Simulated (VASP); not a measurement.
**BaS: single point with PBEsol**

**The experiment to reproduce.**

From a printed reference work, monograph, original work of 1988, for a bulk crystal of BaS at 2 K: band gap 3.806 eV (indirect).

BaS:

```
CELL_PARAMETERS angstrom
0.00000 3.18139 3.18139
3.18139 0.00000 3.18139
3.18139 3.18139 0.00000
ATOMIC_POSITIONS crystal
Ba 0.00000 0.00000 0.00000
S 0.50000 0.50000 0.50000
```

The cell is a database's computed one.

```yaml
Program: VASP 6.6.1
Task: single point
Functional: PBEsol
Potentials_or_basis: VASP PAW PBE potentials, release 64 (Ba_sv, S_h)
Cutoff: 900 eV
k_mesh: 8 × 8 × 8
Occupations: gaussian, width 0.02 eV
Spin: no spin polarisation
```

```yaml
Pressure: 0.0 GPa
Band_gap_on_the_k_mesh: 1.96 eV, indirect (least direct gap 2.09 eV)
```

Levels at points of the mesh, in eV from the valence-band top:
| k point | band 5 | band 6 | band 7 | band 8 | band 9 | band 10 | band 11 | band 12 |
| --- | --- | --- | --- | --- | --- | --- | --- | --- |
| (0.00, 0.00, 0.00) | -10.37 | 0.00 | 0.00 | 0.00 | 3.47 | 3.78 | 3.78 | 3.78 |
| (0.50, 0.00, 0.00) | -9.04 | -2.02 | -1.13 | -1.13 | 5.51 | 5.56 | 6.31 | 6.31 |
| (0.50, 0.50, 0.00) | -10.28 | -0.53 | -0.13 | -0.13 | 1.96 | 5.93 | 5.99 | 7.55 |

It took 62 s on 1 thread of AMD EPYC 7R13 Processor (Zen 3), on a shared host, peak memory 0.3 GiB.

Measured gap of BaS: 3.806 eV (indirect; 2 K; a printed reference work, monograph, original work of 1988). This calculation gives 1.96 eV (-1.85 eV). Spin-orbit coupling on Ba is left out. The value is that of PBEsol on a finite k mesh, which can miss the band edges, without temperature or zero-point motion. Semilocal functionals fall short of measured gaps as a rule. The cell is a database's relaxed one, not the measured one, which moves gaps too.

Caveat: the PAW data sets were made with another functional, which shifts forces and pressure a little; spin-orbit coupling is left out, which moves the levels of the heavy elements.
